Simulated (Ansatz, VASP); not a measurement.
# Two plane-wave programs on H6C2O

The input INCAR:

```
PREC = Accurate
ENCUT = 520
EDIFF = 1E-7
ISMEAR = -1
SIGMA = 0.02
LREAL = Auto
LASPH = True
NELM = 100
ALGO = Normal
ISIF = 2
LWAVE = False
LCHARG = False
GGA = PE
IVDW = 12
IBRION = 2
NSW = 35
EDIFFG = -0.3
```

Contents of KPOINTS:

```
Automatic mesh
0
Gamma
  1 1 1
```

The input POSCAR:

```
H6C2O
1.0
    7.2936330000      0.0000000000      0.0000000000
    0.0000000000      7.2936330000      0.0000000000
    0.0000000000      0.0000000000      7.2936330000
C O H
8 4 24
Direct
    0.2163401000      0.5144074000      0.2969294000
    0.0615314000      0.6475842000      0.2612994000
    0.5913848000      0.2873479000      0.7035729000
    0.7683763000      0.1896924000      0.7494935000
    0.3285631000      0.7158376000      0.8961356000
    0.1466293000      0.6960034000      0.7987807000
    0.5410760000      0.0047368000      0.2094488000
    0.3841131000      0.1374386000      0.1825379000
   -0.1021329000      0.5420074000      0.2429165000
    0.7415987000      0.0001083000      0.7093537000
    0.1309292000      0.5089550000      0.7436735000
    0.2190424000      0.0324685000      0.1843584000
   -0.2024324000      0.6265577000      0.2199678000
    0.0499912000      0.7454594000      0.3753312000
    0.0889584000      0.7267251000      0.1359979000
    0.3463971000      0.5873229000      0.3123971000
    0.1893764000      0.4367804000      0.4220413000
    0.2282974000      0.4180683000      0.1829918000
    0.8547648000     -0.0637697000      0.7384811000
    0.8816811000      0.2465485000      0.6679741000
    0.8024544000      0.2096841000      0.8949411000
    0.6031297000      0.4341536000      0.7315171000
    0.5584092000      0.2682793000      0.5588146000
    0.4792764000      0.2314586000      0.7855124000
    0.0142988000      0.4949357000      0.6809345000
    0.0339023000      0.7346303000      0.8910661000
    0.1413127000      0.7879518000      0.6794776000
    0.3489129000      0.8570740000      0.9420583000
    0.3330958000      0.6252606000      1.0152206000
    0.4403788000      0.6785188000      0.8038830000
    0.1173534000      0.1167188000      0.1671361000
    0.3837251000      0.2403760000      0.2926276000
    0.3999351000      0.2107078000      0.0517814000
    0.6722894000      0.0772196000      0.2093515000
    0.5257033000     -0.0670322000      0.3399052000
    0.5418941000     -0.0966652000      0.0993446000
```

Input for Ansatz:

```yaml
accuracy: low
crystal:
  lattice:
    - [7.293633, 0.0, 0.0]
    - [0.0, 7.293633, 0.0]
    - [0.0, 0.0, 7.293633]
  atoms:
    - { symbol: C, position: [0.2163401, 0.5144074, 0.2969294] }
    - { symbol: C, position: [0.0615314, 0.6475842, 0.2612994] }
    - { symbol: O, position: [-0.1021329, 0.5420074, 0.2429165] }
    - { symbol: H, position: [-0.2024324, 0.6265577, 0.2199678] }
    - { symbol: H, position: [0.0499912, 0.7454594, 0.3753312] }
    - { symbol: H, position: [0.0889584, 0.7267251, 0.1359979] }
    - { symbol: H, position: [0.3463971, 0.5873229, 0.3123971] }
    - { symbol: H, position: [0.1893764, 0.4367804, 0.4220413] }
    - { symbol: H, position: [0.2282974, 0.4180683, 0.1829918] }
    - { symbol: C, position: [0.5913848, 0.2873479, 0.7035729] }
    - { symbol: C, position: [0.7683763, 0.1896924, 0.7494935] }
    - { symbol: O, position: [0.7415987, 0.0001083, 0.7093537] }
    - { symbol: H, position: [0.8547648, -0.0637697, 0.7384811] }
    - { symbol: H, position: [0.8816811, 0.2465485, 0.6679741] }
    - { symbol: H, position: [0.8024544, 0.2096841, 0.8949411] }
    - { symbol: H, position: [0.6031297, 0.4341536, 0.7315171] }
    - { symbol: H, position: [0.5584092, 0.2682793, 0.5588146] }
    - { symbol: H, position: [0.4792764, 0.2314586, 0.7855124] }
    - { symbol: C, position: [0.3285631, 0.7158376, 0.8961356] }
    - { symbol: C, position: [0.1466293, 0.6960034, 0.7987807] }
    - { symbol: O, position: [0.1309292, 0.508955, 0.7436735] }
    - { symbol: H, position: [0.0142988, 0.4949357, 0.6809345] }
    - { symbol: H, position: [0.0339023, 0.7346303, 0.8910661] }
    - { symbol: H, position: [0.1413127, 0.7879518, 0.6794776] }
    - { symbol: H, position: [0.3489129, 0.857074, 0.9420583] }
    - { symbol: H, position: [0.3330958, 0.6252606, 1.0152206] }
    - { symbol: H, position: [0.4403788, 0.6785188, 0.803883] }
    - { symbol: C, position: [0.541076, 0.0047368, 0.2094488] }
    - { symbol: C, position: [0.3841131, 0.1374386, 0.1825379] }
    - { symbol: O, position: [0.2190424, 0.0324685, 0.1843584] }
    - { symbol: H, position: [0.1173534, 0.1167188, 0.1671361] }
    - { symbol: H, position: [0.3837251, 0.240376, 0.2926276] }
    - { symbol: H, position: [0.3999351, 0.2107078, 0.0517814] }
    - { symbol: H, position: [0.6722894, 0.0772196, 0.2093515] }
    - { symbol: H, position: [0.5257033, -0.0670322, 0.3399052] }
    - { symbol: H, position: [0.5418941, -0.0966652, 0.0993446] }
basis:
  ecutwfc: 420.0
kpoints:
  mp_grid: { grid: [1, 1, 1] }
hamiltonian:
  xc: pbe
  dispersion: d3bj
scf:
  occupations: { method: fermi_dirac, width: 0.02 }
  lower_state_search: "off"
relax:
  f_tol: 0.3
  max_steps: 15
  adjacent_minimum: "off"
output:
  write_density: true
  write_potential: true
  elf: true
  volumetric_format: npy
```

Alike in both runs: task relaxation of the atoms; functional PBE; dispersion D3(BJ); k mesh 1 × 1 × 1; occupations fermi-dirac, width 0.02 eV; no spin polarisation.

|  | VASP | Ansatz |
| --- | --- | --- |
| version | VASP 6.6.1 | Ansatz 0.2.0 |
| potentials or method | VASP PAW PBE potentials, release 64 (C, O, H) | scalar-relativistic, plane waves, PAW |
| plane-wave cutoff (eV) | 520 | 420 |
| valence electrons in the cell | 80 | 80 |

```tsv
	VASP	Ansatz	Ansatz less VASP
gap on the k mesh at the Fermi level, each at its own relaxed structure (eV)	4.59	4.62	+0.037
energy change over the relaxation (meV/atom)	-3	-7	-4.3
```

Ansatz warned: «xc_potential_rough_in_thin_density».

 PBE gaps usually lie below the measured ones, often by a third to a half.
